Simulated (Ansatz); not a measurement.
Crystal: CdSe.

```
Cd Se
1.0
     0.00000    2.87396    2.87396
     2.87396    0.00000    2.87396
     2.87396    2.87396    0.00000
Cd Se
1 1
Direct
  0.00000 0.00000 0.00000
  0.50000 0.50000 0.50000
```

Measurements of this composition are mostly on another form, of space group No. 186.

```yaml
Program: Ansatz 0.2.0
Task: relaxation of cell and atoms
Functional: BLYP
Dispersion: D4
Potentials_or_basis: Ansatz PAW
Cutoff: "420 eV (not typed: the program's choice for these potentials)"
k_mesh: 8 × 8 × 8
Occupations: fermi-dirac, width 0.05 eV
Spin: no spin polarisation
```

At the start: volume 23.74 Å³/atom.

Question: How do energy, volume and symmetry change on relaxing?

Answer: It ends after 4 steps and the volume is 23.22 Å³/atom (-2.2 %); space group Fm-3m (No. 225, to 0.05 Å).

Step by step:
```
step  energy change (eV)  largest force (eV/Å)  volume (Å³)
   1              0.0000                0.0000        47.48
   2             -0.0033                0.0000        45.76
   3             -0.0050                0.0000        46.43
   4             -0.0047                0.0000        46.43
```

Final structure:
```yaml
crystal:
  lattice:
    - [0.00000, 2.85278, 2.85278]
    - [2.85278, 0.00000, 2.85278]
    - [2.85278, 2.85278, 0.00000]
  atoms:
    - { symbol: Cd, position: [0.00000, 0.00000, 0.00000] }
    - { symbol: Se, position: [0.50000, 0.50000, 0.50000] }
```

Caveat: the plane-wave basis is chosen anew once the cell has moved, so the energies of steps on either side of that aren't comparable; pairwise dispersion overbinds metals, which lowers pressure and volume; the PAW data sets come from PBE, with cores solved anew for the run's functional, which leaves a small shift of forces and pressure.
